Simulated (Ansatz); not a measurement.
# C: an energy map of one atom

The task, for C: map the energy of atom 1 (C) over a plane.

Program: Ansatz 0.2.0. Level of theory: DFT r2SCAN, scalar-relativistic, plane waves, PAW. These are calculated values, not measurements.

### Step 1. Starting point

Symmetry: R-3m, No. 166, trigonal system. The conventional cell has a = 2.456 Å, b = 2.456 Å, c = 10.041 Å, α = 90.00°, β = 90.00°, γ = 120.00°. C (site symmetry 3m) is surrounded by 3 C at 1.42 Å.

As a file:

```cif
data_structure
_symmetry_space_group_name_H-M 'R-3m:H'
_symmetry_Int_Tables_number 166
_cell_length_a 2.4561
_cell_length_b 2.4561
_cell_length_c 10.0410
_cell_angle_alpha 90.000
_cell_angle_beta 90.000
_cell_angle_gamma 120.000
_cell_volume 52.45
loop_
_atom_site_label
_atom_site_type_symbol
_atom_site_symmetry_multiplicity
_atom_site_Wyckoff_symbol
_atom_site_fract_x
_atom_site_fract_y
_atom_site_fract_z
_atom_site_occupancy
C1 C 6 c 0.33333 0.66667 0.83067 1
```

No relaxation comes first: the listed cell is the starting point.

### Step 2. Zero of energy

Reference values: F = -503.3080 eV; pressure 0.17 GPa; largest force 0.906 eV/Å; gap on the mesh 0.79 eV. It was computed beforehand with the settings of the runs below.

### Step 3. Setting up an energy map of one atom

Atom 1 (C) is moved by p along (1.000, 0.000, 0.000) and q along (0.000, 1.000, 0.000) (Å), all else fixed; its images in the other cells move with it. Points alike by symmetry are run once.

### Step 4. Point p = -0.200, q = -0.200

File input.yaml:

```yaml
crystal:
  lattice:
    - [1.2280263465, 0.7090013417, 3.3470108394]
    - [-1.2280263465, 0.7090013417, 3.3470108394]
    - [0.0, -1.4180026834, 3.3470108394]
  atoms:
    - { symbol: C, position: [0.0355540368, 0.1984169921, 0.2580289711] }
    - { symbol: C, position: [0.836, 0.836, 0.836] }
basis:
  ecutwfc: 500
kpoints:
  mp_grid: { grid: [12, 12, 12] }
hamiltonian:
  xc: r2scan
scf:
  occupations: { method: gaussian, width: 0.05 }
output:
  forces: true
  stress: true
  eigenvalues: true
```

Launch:

```
ansatz run input.yaml --threads 1 --pin off --max-ram 2560MiB --backend cpu --events-out ev --progress --plain --runs-dir out
```

Further runs follow: p = -0.200, q = 0.000; p = -0.200, q = 0.200; p = 0.000, q = -0.200; At p = 0.000, q = 0.200; p = -0.200, q = -0.100; p = -0.200, q = 0.100; p = -0.100, q = -0.200; point p = -0.100, q = 0.000; point p = -0.100, q = 0.200; point p = 0.000, q = -0.100; point p = 0.000, q = 0.100; p = -0.100, q = -0.100; p = -0.100, q = 0.100.

Before running it: what results should come out? Wanted: highest point; lowest point away from the origin.

The runs gave:

```
                         quantity                                      value
                    highest point  2.598 eV/cell at (p, q) = (-0.200, 0.200)
lowest point away from the origin            0.255 eV/cell at (0.000, 0.100)
```

What this shows: No computed point lies below the origin. Read as harmonic, the points at ±0.100 Å give force constants of 55.42 eV/Å² along p and 55.39 eV/Å² along q, so the site is nearly isotropic in this plane. The gap on the mesh runs from 0.00 to 0.79 eV over the map. Where forces pass 15 eV/Å atoms stand far too close, the PAW spheres overlap strongly and those numbers are rough.
